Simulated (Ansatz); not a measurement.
CuO:

```
Cu O
1.0
     4.16094    0.00000    0.00000
     0.00000    4.16094    0.00000
     0.00000    0.00000    3.88764
Cu O
3 3
Direct
  0.50000 0.00000 0.50000
  0.00000 0.50000 0.50000
  0.00000 0.00000 0.00000
  0.00000 0.00000 0.50000
  0.50000 0.00000 0.00000
  0.00000 0.50000 0.00000
```

Measurements of this composition are mostly on another form, of space group No. 15.

Base run:

| Property | Result |
| --- | --- |
| Program | Ansatz 0.2.0 |
| Functional | r2SCAN |
| Potentials or basis | Ansatz PAW |
| Cutoff | 500 eV |
| Density cutoff | 2000 eV |
| k mesh | 7 × 7 × 7 |
| Occupations | fermi-dirac, width 0.05 eV |
| Spin | no spin polarisation |

Its results: band gap on the k mesh none (metal or under the smearing width); pressure -4.8 GPa.

The run is repeated on the same cell with these changes: functional from r2SCAN to BLYP; cutoff from 500 eV to 420 eV; density cutoff from 2000 eV to 1680 eV. What comes out?

Band gap on the k mesh none (metal or under the smearing width); pressure 7.5 GPa.

Caveats: an odd number of electrons without spin polarisation forces a metal; a magnetic or distorted state may lie lower; the run has no spin polarisation, though such a crystal can be magnetic; semilocal functionals often make such compounds metallic where correlation or magnetic order opens a gap, which also shifts bond lengths; the PAW data sets come from PBE, with cores solved anew for the run's functional, which leaves a small shift of forces and pressure; the potentials were made for another functional, which shifts forces and pressure (some runs).

Not every run made on this cell is shown here.
